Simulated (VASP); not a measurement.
Crystal: MoS2.

```
Mo S
1.0
     0.00000    2.99595    2.99595
     2.99595    0.00000    2.99595
     2.99595    2.99595    0.00000
Mo S
1 2
Direct
  0.00000 0.00000 0.00000
  0.25000 0.25000 0.25000
  0.75000 0.75000 0.75000
```

Measurements of this composition are mostly on another form, of space group No. 194.

Base run:

* Program: VASP 6.6.1
* Functional: PBE
* Potentials or basis: VASP PAW PBE potentials, release 64 (Mo_sv, S)
* Cutoff: 520 eV
* k mesh: 6 × 6 × 6
* Occupations: gaussian, width 0.05 eV
* Spin: collinear spin, ferromagnetic start
* Starting moments: [1.0, 0.0, 0.0] μB
* Fixed moment: 3 μB
* Hubbard terms: Mo d U = 2 eV

Its results: pressure 5.1 GPa; net moment 3.00 μB per cell; site moments Mo +2.35; S +0.09 μB.

Question: The run is repeated on the same cell with these changes: fixed moment from 3 μB to none; further incar settings from ALGO = Normal; EDIFF = 1e-06; NBANDS = 24 to ALGO = Normal; EDIFF = 1e-07. What comes out?

Answer: Pressure 0.6 GPa; net moment 1.94 μB per cell; site moments Mo +1.89; S -0.09 μB.

Caveats: the moment is held away from its start (some runs); the total moment is fixed, so each spin has its own Fermi level (some runs).
